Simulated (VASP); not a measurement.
ZnS:

```
Zn S
1.0
     3.81100    0.00000    0.00000
    -1.90550    3.30042    0.00000
     0.00000    0.00000    6.23400
Zn S
2 2
Direct
  0.33333 0.66667 0.00000
  0.66667 0.33333 0.50000
  0.33333 0.66667 0.38500
  0.66667 0.33333 0.88500
```

* Program: VASP 6.6.1
* Task: relaxation of cell and atoms
* Functional: PBEsol
* Potentials or basis: VASP PAW PBE potentials, release 64 (Zn, S)
* Cutoff: 600 eV
* k mesh: 9 × 9 × 5
* Occupations: gaussian, width 0.03 eV
* Spin: no spin polarisation

At the start: pressure -1.1 GPa; volume 19.60 Å³/atom.

**Question.** How do energy, volume and symmetry change on relaxing?

**Answer.** Over 8 steps the energy falls by 6.5 meV/atom and the volume is 19.28 Å³/atom (-1.7 %); space group P6_3mc (No. 186, to 0.05 Å).

Step by step:
```csv
step,energy change (eV),largest force (eV/Å),pressure (GPa),volume (Å³)
1,0.0000,0.3085,-1.10,78.41
2,-0.0199,0.1198,0.24,76.89
3,-0.0200,0.0998,0.34,76.76
4,-0.0232,0.0458,0.04,77.05
5,-0.0244,0.0013,-0.20,77.29
6,-0.0245,0.0168,-0.32,77.39
7,-0.0258,0.0015,0.08,77.06
8,-0.0259,0.0006,-0.06,77.10
```

Final structure:
```xyz
4
Lattice="3.7856 0.0000 0.0000 -1.8928 3.2784 0.0000 0.0000 0.0000 6.2125" Properties=species:S:1:pos:R:3 pbc="T T T"
Zn    0.0000    2.1856    0.0336
Zn    1.8928    1.0928    3.1399
S     0.0000    2.1856    2.3582
S     1.8928    1.0928    5.4644
```

Caveat: the PAW data sets were made with another functional, which shifts forces and pressure a little.
